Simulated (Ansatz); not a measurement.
AlNi:

```xyz
2
Lattice="2.8810 0.0000 0.0000 0.0000 2.8810 0.0000 0.0000 0.0000 2.8810" Properties=species:S:1:pos:R:3 pbc="T T T"
Ni    1.4405    1.4405    1.4405
Al    0.0000    0.0000    0.0000
```

- Program: Ansatz 0.2.0
- Task: relaxation of cell and atoms
- Functional: PBE
- Dispersion: D4
- Potentials or basis: all-electron LAPW, scalar-relativistic
- Basis error allowed: 0.001 eV/atom
- k mesh: 9 × 9 × 9
- Occupations: fermi-dirac, width 0.05 eV
- Spin: collinear spin, ferromagnetic start
- Starting moments: [1.0, 0.0] μB

At the start: volume 11.96 Å³/atom.

How do energy, volume and symmetry change on relaxing?

Over 5 steps the energy falls by 3.0 meV/atom and the volume is 11.70 Å³/atom (-2.2 %); space group Pm-3m (No. 221, to 0.05 Å); moment 0.00 μB per cell.

Step by step:
| step | energy change (eV) | largest force (eV/Å) | volume (Å³) |
| --- | --- | --- | --- |
| 1 | 0.0000 | 0.0000 | 23.91 |
| 2 | -0.0050 | 0.0000 | 23.60 |
| 3 | -0.0060 | 0.0000 | 23.39 |
| 4 | -0.0060 | 0.0000 | 23.39 |
| 5 | -0.0060 | 0.0000 | 23.39 |

Final structure:
```
Ni Al
1.0
     2.86000    0.00000    0.00000
     0.00000    2.86000    0.00000
     0.00000    0.00000    2.86000
Ni Al
1 1
Direct
  0.50000 0.50000 0.50000
  0.00000 0.00000 0.00000
```

Caveat: the starting moments weren't kept.
